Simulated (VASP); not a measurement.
# Al2Pt (Fm-3m) in VASP: further runs

One crystal, Al2Pt, is run at these levels: r2SCAN, LDA; tasks: relaxation of cell and atoms.

Everything below comes from runs of VASP 6.6.1. Logs are shortened: lines on timing, memory, paths and dates and some standing lists are left out, and cuts for length are marked.

## (1) The structure

Symmetry: Fm-3m, No. 225, cubic system. Conventional cell: a = 5.900 Å, b = 5.900 Å, c = 5.900 Å, α = 90.00°, β = 90.00°, γ = 90.00°. Around Al (site symmetry -43m) lie 4 Pt at 2.55 Å. Pt (site symmetry m-3m) has 8 Al at 2.55 Å as nearest neighbours.

## (2) Relaxation of cell and atoms, r2SCAN

File INCAR:

```
SYSTEM = Al2Pt
PREC     = Accurate       ! precision mode
ENCUT    = 600            ! plane-wave cutoff, eV
EDIFF    = 1E-7           ! SCF threshold, eV
ISMEAR   = 1              ! smearing method
SIGMA    = 0.1            ! smearing width, eV
LREAL    = .False.        ! projectors in reciprocal space
LASPH    = .True.         ! aspherical terms in the spheres
NELM     = 80             ! most SCF steps
ALGO     = Normal         ! electronic algorithm
ISIF     = 3              ! what is computed and relaxed
LWAVE    = .False.        ! write WAVECAR
LCHARG   = .False.        ! write CHGCAR
METAGGA  = R2SCAN         ! meta-GGA
LMIXTAU  = .True.       
IBRION   = 2              ! ionic algorithm
NSW      = 90             ! ionic steps
EDIFFG   = -0.005         ! ionic threshold
```

File KPOINTS:

```
Automatic mesh
0
Gamma
  12 12 12
  0 0 0
```

File POSCAR:

```
Al2Pt                                   
1.0
    0.0000000000      2.9501108175      2.9501108175
    2.9501108175      0.0000000000      2.9501108175
    2.9501108175      2.9501108175      0.0000000000
  Al              Pt            
     2     1
Direct
     0.2500000000000000    0.2500000000000000    0.2500000000000000
     0.7500000000000000    0.7500000000000000    0.7500000000000000
     0.0000000000000000    0.0000000000000000    0.0000000000000000
```

Potentials or basis: VASP PAW PBE potentials, release 64 (Al, Pt).

Command:

```console
> cat potpaw_PBE.64/Al/POTCAR potpaw_PBE.64/Pt/POTCAR > POTCAR
> mpirun -np 1 vasp_std > vasp.out
```

OUTCAR:

```text
SYSTEM = Al2Pt
   PREC = Accurate
   ENCUT = 600
   EDIFF = 1E-7
   ISMEAR = 1
   LREAL = .False.
   LASPH = .True.
   NELM = 80
   ISIF = 3
   METAGGA = R2SCAN
   IBRION = 2
   NSW = 90
   EDIFFG = -0.005

 ion  position               nearest neighbor table
   1  0.250  0.250  0.250-   3 2.55   3 2.55   3 2.55   3 2.55   2 2.95   2 2.95   2 2.95   2 2.95
                             2 2.95   2 2.95
   2  0.750  0.750  0.750-   3 2.55   3 2.55   3 2.55   3 2.55   1 2.95   1 2.95   1 2.95   1 2.95
                             1 2.95   1 2.95
   3  0.000  0.000  0.000-   2 2.55   2 2.55   2 2.55   1 2.55   1 2.55   1 2.55   2 2.55   1 2.55

  LATTYP: Found a face centered cubic cell.
 ALAT       =     5.9002216350

  Lattice vectors:

 A1 = (   0.0000000000,   2.9501108175,   2.9501108175)
 A2 = (   2.9501108175,   0.0000000000,   2.9501108175)
 A3 = (   2.9501108175,   2.9501108175,   0.0000000000)

Analysis of symmetry for initial positions (statically):
=====================================================================
 Subroutine PRICEL returns:
 Original cell was already a primitive cell.

 Routine SETGRP: Setting up the symmetry group for a
 face centered cubic supercell.

 Subroutine GETGRP returns: Found 48 space group operations
 (whereof 48 operations were pure point group operations)
 out of a pool of 48 trial point group operations.

The static configuration has the point symmetry O_h .

Analysis of symmetry for dynamics (positions and initial velocities):
=====================================================================
 Subroutine PRICEL returns:
 Original cell was already a primitive cell.

 Routine SETGRP: Setting up the symmetry group for a
 face centered cubic supercell.

 Subroutine GETGRP returns: Found 48 space group operations
 (whereof 48 operations were pure point group operations)
 out of a pool of 48 trial point group operations.

The dynamic configuration has the point symmetry O_h .

 Subroutine INISYM returns: Found 48 space group operations
 (whereof 48 operations are pure point group operations),
 and found     1 'primitive' translations

----------------------------------------------------------------------------------------

                                     Primitive cell

  volume of cell :      51.3505

  direct lattice vectors                    reciprocal lattice vectors
     0.000000000  2.950110818  2.950110818    -0.169485159  0.169485159  0.169485159
     2.950110818  0.000000000  2.950110818     0.169485159 -0.169485159  0.169485159
     2.950110818  2.950110818  0.000000000     0.169485159  0.169485159 -0.169485159

  length of vectors
     4.172086729  4.172086729  4.172086729     0.293556906  0.293556906  0.293556906

  position of ions in fractional coordinates (direct lattice)
     0.250000000  0.250000000  0.250000000
     0.750000000  0.750000000  0.750000000
     0.000000000  0.000000000  0.000000000

  ion indices of the primitive-cell ions
   primitive index   ion index
                 1           1
                 2           2
                 3           3

----------------------------------------------------------------------------------------

 KPOINTS: Automatic mesh

Automatic generation of k-mesh.
 Grid dimensions read from file:
 generate k-points for:   12   12   12

 Generating k-lattice:

  Cartesian coordinates                     Fractional coordinates (reciprocal lattice)
    -0.014123763  0.014123763  0.014123763     0.083333333  0.000000000  0.000000000
     0.014123763 -0.014123763  0.014123763     0.000000000  0.083333333  0.000000000
     0.014123763  0.014123763 -0.014123763     0.000000000  0.000000000  0.083333333

  Length of vectors
     0.024463075  0.024463075  0.024463075

  Shift w.r.t. Gamma in fractional coordinates (k-lattice)
     0.000000000  0.000000000  0.000000000

 Subroutine IBZKPT returns following result:
 ===========================================

 Found     72 irreducible k-points:

 Following reciprocal coordinates:
            Coordinates               Weight
  0.000000  0.000000  0.000000      1.000000
  0.083333  0.000000  0.000000      8.000000
  0.166667  0.000000  0.000000      8.000000
  0.250000  0.000000  0.000000      8.000000
  0.333333  0.000000  0.000000      8.000000
  0.416667  0.000000  0.000000      8.000000
[... 16 lines left out ...]
  0.500000  0.166667  0.000000     24.000000
 -0.416667  0.166667  0.000000     24.000000
 [... further k-points ...]
   k-points           NKPTS =     72   k-points in BZ     NKDIM =     72   number of bands    NBANDS=     12
   number of dos      NEDOS =    301   number of ions     NIONS =      3
   total plane-waves  NPLWV =  46656
   dimension x,y,z NGX =    36 NGY =   36 NGZ =   36
   dimension x,y,z NGXF=    72 NGYF=   72 NGZF=   72
   ions per type =               2   1
   NGX,Y,Z   is equivalent  to a cutoff of  14.34, 14.34, 14.34 a.u.
   NGXF,Y,Z  is equivalent  to a cutoff of  28.69, 28.69, 28.69 a.u.
 SYSTEM =  Al2Pt
   PREC   = accura    normal or accurate (medium, high low for compatibility)
   ISTART =      0    job   : 0-new  1-cont  2-samecut
   ICHARG =      2    charge: 1-file 2-atom 10-const
   ISPIN  =      1    spin polarized calculation?
   LNONCOLLINEAR =      F non collinear calculations
   LSORBIT =      F    spin-orbit coupling
   LASPH  =      T    aspherical Exc in radial PAW
   ENCUT  =  600.0 eV  44.10 Ry    6.64 a.u.   8.33  8.33  8.33*2*pi/ulx,y,z
   NELM   =     80;   NELMIN=  2; NELMDL= -5     # of ELM steps
   EDIFF  = 0.1E-06   stopping-criterion for ELM
   LREAL  =      F    real-space projection
   EDIFFG = -.5E-02   stopping-criterion for IOM
   NSW    =     90    number of steps for IOM
   IBRION =      2    ionic relax: 0-MD 1-quasi-New 2-CG
   NFREE  =      1    steps in history (QN), initial steepest desc. (CG)
   ISIF   =      3    stress and relaxation
   ISYM   =      2    0-nonsym 1-usesym 2-fastsym
   POTIM  = 0.5000    time-step for ionic-motion
   TEBEG  =    0.0;   TEEND  =   0.0 temperature during run
   PSTRESS=    0.0 pullay stress
   NELECT =      16.0000    total number of electrons
   NUPDOWN=      -1.0000    fix difference up-down
   EMIN   =  10.00;   EMAX   =-10.00  energy-range for DOS
   EFERMI =   0.00;   METHOD = LEGACY
   ISMEAR =     1;   SIGMA  =   0.10  broadening in eV -4-tet -1-fermi 0-gaus
   EFERMI_NEDOS =   21; number of points for ismear=-14 and -15
   IALGO  =     38    algorithm
   IMIX   =      4    mixing-type and parameters
     AMIX     =   0.40;   BMIX     =  1.00
     AMIX_MAG =   1.60;   BMIX_MAG =  1.00
  volume/ion in A,a.u.               =      17.12       115.51
  Fermi-wavevector in a.u.,A,eV,Ry     =   1.109856  2.097323 16.759378  1.231780
  Thomas-Fermi vector in A             =   2.246400
   LORBIT       =      0    0 simple, 1 ext, 2 COOP (PROOUT), +10 PAW based schemes
   METAGGA = R2SCAN    functional components
   LHFCALC =     F    Hartree Fock is set to
   AEXX    =    0.0000 exact exchange contribution
   IVDW    =     0    specifies the selected vdW correction
   LEPSILON=     F    determine dielectric tensor
   LRPA    =     F    only Hartree local field effects (RPA)
 conjugate gradient relaxation of ions
 non-spin polarized calculation
 Methfessel and Paxton  Order N= 1 SIGMA  =   0.10
  energy-cutoff  :      600.00
  volume of cell :       51.35
 maximum number of plane-waves:      1736
 NGX is ok and might be reduce to    36
   NGX = 17   NGY = 17   NGZ = 17

--------------------------------------- Ionic step        1  -------------------------------------------

 number of electron      16.0000000 magnetization

 Free energy of the ion-electron system (eV)
  ---------------------------------------------------
  ext. energy  EPLUGINS =         0.00000000
  ---------------------------------------------------
  free energy    TOTEN  =       -67.90609357 eV

  energy without entropy =      -67.90643225  energy(sigma->0) =      -67.90620647

------------------------ aborting loop because EDIFF is reached ----------------------------------------

  FORCE on cell =-STRESS in cart. coord.  units (eV):
  Direction    XX          YY          ZZ          XY          YZ          ZX
  --------------------------------------------------------------------------------------
  -------------------------------------------------------------------------------------
  Total        0.0185257      0.0185257      0.0185257      0.0000000      0.0000000      0.0000000
  in kB        0.5780163      0.5780163      0.5780163      0.0000000      0.0000000      0.0000000
  external PRESSURE =       0.5780163 kB  Pullay stress =       0.0000000 kB
[... 59 lines left out ...]
  energy  without entropy=      -67.9064184299  energy(sigma->0) =      -67.90619326

--------------------------------------- Ionic step        3  -------------------------------------------

 number of electron      16.0000000 magnetization

 Free energy of the ion-electron system (eV)
  ---------------------------------------------------
  ext. energy  EPLUGINS =         0.00000000
  ---------------------------------------------------
  free energy    TOTEN  =       -67.90609206 eV

  energy without entropy =      -67.90643033  energy(sigma->0) =      -67.90620482

 E-fermi :   7.8801     XC(G=0): -11.4809

 val. band max:        7.8677941187   @ k =   0.2500   0.2500   0.0000
 cond. band min:       7.8842301622   @ k =  -0.4167   0.2500   0.0000
 fundamental gap:      0.0164360435
 Fermi energy:         7.8801362953

 k-point     1 :       0.0000    0.0000    0.0000
  band No.  band energies     occupation
      1      -2.9302      2.00000
      2       2.4986      2.00000
      3       2.4986      2.00000
      4       2.4986      2.00000
      5       3.9189      2.00000
      6       3.9189      2.00000
      7      11.5574      0.00000
      8      11.8236      0.00000
      9      11.8236      0.00000
     10      11.8236      0.00000
     11      13.6559      0.00000
     12      13.6559      0.00000
[... 331 lines left out ...]
 k-point    24 :      -0.4167    0.1667    0.0000
  band No.  band energies     occupation
      1      -0.1423      2.00000
      2       1.5293      2.00000
      3       2.7327      2.00000
      4       3.0613      2.00000
      5       3.6923      2.00000
      6       4.0388      2.00000
      7       4.4496      2.00000
      8       7.3486      2.00000
      9       8.5165     -0.00000
     10      11.8171      0.00000
     11      13.8899      0.00000
     12      14.4717      0.00000

 [... further k-points ...]

------------------------ aborting loop because EDIFF is reached ----------------------------------------

  FORCE on cell =-STRESS in cart. coord.  units (eV):
  Direction    XX          YY          ZZ          XY          YZ          ZX
  --------------------------------------------------------------------------------------
  -------------------------------------------------------------------------------------
  Total        0.0018440      0.0018440      0.0018440     -0.0000000     -0.0000000     -0.0000000
  in kB        0.0575135      0.0575135      0.0575135     -0.0000000     -0.0000000     -0.0000000
  external PRESSURE =       0.0575135 kB  Pullay stress =       0.0000000 kB
[... 18 lines left out ...]
  FREE ENERGIE OF THE ION-ELECTRON SYSTEM (eV)
  ---------------------------------------------------
  free  energy   TOTEN  =       -67.9060920605 eV

  energy  without entropy=      -67.9064303290  energy(sigma->0) =      -67.90620482

 reached required accuracy - stopping structural energy minimisation
```

Run time: 3.3 min. Hardware: 1 thread of Intel Xeon 6975P-C (Granite Rapids), shared host; peak memory 0.26 GiB.

What came out:

```
Free energy                            : -67.9061 eV
Relaxed volume                         : 17.12 Å³/atom
Relaxed cell                           : a = 4.173 Å, b = 4.173 Å, c = 4.173 Å, α = 60.00°, β = 60.00°, γ = 60.00°
Space group after relaxing (to 0.05 Å) : Fm-3m (No. 225)
Energy gained by relaxing              : 0.0 meV/atom
Ionic steps                            : 3
Pressure after relaxing                : 0.0 GPa
Band gap on the k mesh                 : none (metal or under the smearing width)
```

Final structure:
```
Al Pt
1.0
     0.00000    2.95049    2.95049
     2.95049    0.00000    2.95049
     2.95049    2.95049    0.00000
Al Pt
2 1
Direct
  0.25000 0.25000 0.25000
  0.75000 0.75000 0.75000
  0.00000 0.00000 0.00000
```

Caveat: the PAW data sets were made with another functional, which shifts forces and pressure a little. The run has no spin-orbit coupling, so splittings on Pt are missing.

(Continued in part 2 of 2.)
